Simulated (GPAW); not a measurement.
Input of a GPAW 26.7.0 run:

run.py

```python
from ase import Atoms
from ase.filters import FrechetCellFilter
from ase.io import write
from ase.optimize import BFGS
from ase.units import GPa
from gpaw import GPAW, PW, setup_paths

setup_paths.insert(0, '.')

atoms = Atoms(['C', 'C'],
              cell=[[0.0, 1.78337, 1.78337],
                    [1.78337, 0.0, 1.78337],
                    [1.78337, 1.78337, 0.0]],
              scaled_positions=[[0.75, 0.75, 0.75],
                                [0.5, 0.5, 0.5]],
              pbc=True)

calc = GPAW(mode=PW(800),
            xc='PBEsol',
            kpts={'size': (13, 13, 13), 'gamma': True},
            occupations={'name': 'fermi-dirac', 'width': 0.05},
            nbands=11,
            convergence={'density': 1e-05, 'forces': 0.0001},
            maxiter=150,
            txt='gpaw.txt')
atoms.calc = calc
opt = BFGS(FrechetCellFilter(atoms, scalar_pressure=2 * GPa), trajectory='relax.traj', logfile='-')
done = opt.run(fmax=0.02, steps=60)
calc.write('gs.gpw')
write('result.traj', atoms)
print('Converged:', done)
print('Cell:', atoms.cell.cellpar().round(4))
print('Volume:', round(atoms.get_volume(), 4))
print(atoms.get_scaled_positions().round(5))
```

Potentials or basis: PAW data sets generated in the run's folder for this functional, pw.

The run is started by

```console
$ gpaw-setup -f PBEsol C
$ OMP_NUM_THREADS=1 python run.py
```

Task: What does it give for the band gap on the k mesh?

Result: 4.05 eV, indirect (least direct gap 5.59 eV).

Task: Predict the space group after relaxing (to 0.05 Å).

Result: Fd-3m (No. 227).

Task: What does it give for the relaxed volume?

Result: 5.58 Å³/atom.

Task: Predict the relaxed cell.

Result: a = 2.509 Å, b = 2.509 Å, c = 2.509 Å, α = 60.00°, β = 60.00°, γ = 60.00°.

Final structure:
```xyz
2
Lattice="0.0000 1.7738 1.7738 1.7738 0.0000 1.7738 1.7738 1.7738 0.0000" Properties=species:S:1:pos:R:3 pbc="T T T"
C     2.6607    2.6607    2.6607
C     1.7738    1.7738    1.7738
```

Caveat: later steps reuse the first step's grids; an odd mesh through Γ misses points on the zone boundary, where band edges often lie.
